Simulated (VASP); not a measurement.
Input of a VASP 6.6.1 run:

INCAR

```
  PREC = Accurate
  ENCUT = 520
  EDIFF = 1E-6
  ISMEAR = 0
  SIGMA = 0.1
  LREAL = False
  LASPH = True
  NELM = 100
  ALGO = Normal
  ISIF = 2
  LWAVE = False
  LCHARG = False
  GGA = PE
  NBANDS = 14
```

File KPOINTS:

```
regular mesh
0
Gamma
  9 9 9
```

The input POSCAR:

```
B
1.0
    1.0110101419      0.5837069775      9.1648520561
   -1.0110101419      0.5837069775      9.1648520561
    0.0000000000     -1.1674139551      9.1648520561
B
4
Direct
    0.0500000000      0.0500000000      0.0500000000
    0.9500000000      0.9500000000      0.9500000000
    0.2830000000      0.2830000000      0.2830000000
    0.7170000000      0.7170000000      0.7170000000
```

Potentials or basis: VASP PAW PBE potentials, release 64 (B).

Command:

```bash
$ cat potpaw_PBE.64/B/POTCAR > POTCAR
$ mpirun -np 1 vasp_std > vasp.out
```

**Question.** Predict the band gap on the k mesh.

**Answer.** None (metal or under the smearing width).

**Question.** Estimate the largest force.

**Answer.** 1.242 eV/Å.

**Question.** What does it give for the pressure?

**Answer.** 351.0 GPa.

Stress tensor (GPa, compression positive):
```
521.10   0.00   0.00
  0.00 521.10   0.00
  0.00   0.00  10.83
```

Caveat: the k mesh is coarse (spacing up to 0.40 Å⁻¹), so the values aren't converged; a pressure of tens of GPa on the cell as given is suspect, and the run, the potentials or the cell itself is likely at fault; forces of over 1 eV/Å show positions far from the minimum, so gaps and moduli don't describe the material at rest.
